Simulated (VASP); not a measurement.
A run of VASP 6.6.1:

The input run.py:

```python
from ase.calculators.vasp import Vasp
from ase.dft.bandgap import bandgap
from ase.io import read

atoms = read('Cs.cif', primitive_cell=True, subtrans_included=False)
calc = Vasp(
    directory='calc',
    xc='pbe',
    pp='PBE',
    setups='materialsproject',
    prec='Accurate',
    encut=520,
    ediff=1e-06,
    ismear=0,
    sigma=0.02,
    lreal=False,
    lasph=True,
    nelm=80,
    algo='Fast',
    isif=2,
    lwave=False,
    lcharg=True,
    lelf=True,
    lvhar=True,
    kpts=[7, 7, 7],
    gamma=True,
    nbands=10,
)
atoms.calc = calc

print('energy (eV):', atoms.get_potential_energy())
print('free energy (eV):', atoms.get_potential_energy(force_consistent=True))
print('forces (eV/A):')
print(atoms.get_forces())
print('stress (eV/A^3, Voigt):', atoms.get_stress())
print('Fermi level (eV):', calc.get_fermi_level())
gap, top, bottom = bandgap(calc)
print('band gap (eV):', gap, 'from (spin, k, band)', top, 'to', bottom)
```

Contents of Cs.cif:

```cif
data_Cs
_cell_length_a 5.50015092
_cell_length_b 5.50015092
_cell_length_c 8.19447796
_cell_angle_alpha 90.00000000
_cell_angle_beta 90.00000000
_cell_angle_gamma 90.00000000
_space_group_name_H-M_alt 'I4/mmm'
_space_group_name_Hall '-I 4 2'
_space_group_IT_number 139
loop_
_space_group_symop_operation_xyz
'x,y,z'
'-x,-y,-z'
'-y,x,z'
'y,-x,-z'
'-x,-y,z'
'x,y,-z'
'y,-x,z'
'-y,x,-z'
'x,-y,-z'
'-x,y,z'
'-y,-x,-z'
'y,x,z'
'-x,y,-z'
'x,-y,z'
'y,x,-z'
'-y,-x,z'
'x+1/2,y+1/2,z+1/2'
'-x+1/2,-y+1/2,-z+1/2'
'-y+1/2,x+1/2,z+1/2'
'y+1/2,-x+1/2,-z+1/2'
'-x+1/2,-y+1/2,z+1/2'
'x+1/2,y+1/2,-z+1/2'
'y+1/2,-x+1/2,z+1/2'
'-y+1/2,x+1/2,-z+1/2'
'x+1/2,-y+1/2,-z+1/2'
'-x+1/2,y+1/2,z+1/2'
'-y+1/2,-x+1/2,-z+1/2'
'y+1/2,x+1/2,z+1/2'
'-x+1/2,y+1/2,-z+1/2'
'x+1/2,-y+1/2,z+1/2'
'y+1/2,x+1/2,-z+1/2'
'-y+1/2,-x+1/2,z+1/2'
loop_
_atom_site_label
_atom_site_type_symbol
_atom_site_symmetry_multiplicity
_atom_site_Wyckoff_symbol
_atom_site_fract_x
_atom_site_fract_y
_atom_site_fract_z
_atom_site_occupancy
Cs1 Cs 2 a 0.0000000000 0.0000000000 0.0000000000 1
```

Potentials or basis: VASP PAW PBE potentials, release 64 (Cs_sv).

Run with:

```bash
$ python run.py
```

Hardware: 1 thread of Intel(R) Xeon(R) Platinum 8488C (Sapphire Rapids), with other jobs on the host.

Question: Estimate the wall time of this run.

Answer: Run time: 33 s on 1 thread of Intel(R) Xeon(R) Platinum 8488C (Sapphire Rapids), on a shared host, peak memory 0.26 GiB. Counts: scf iterations 11, k points 40.
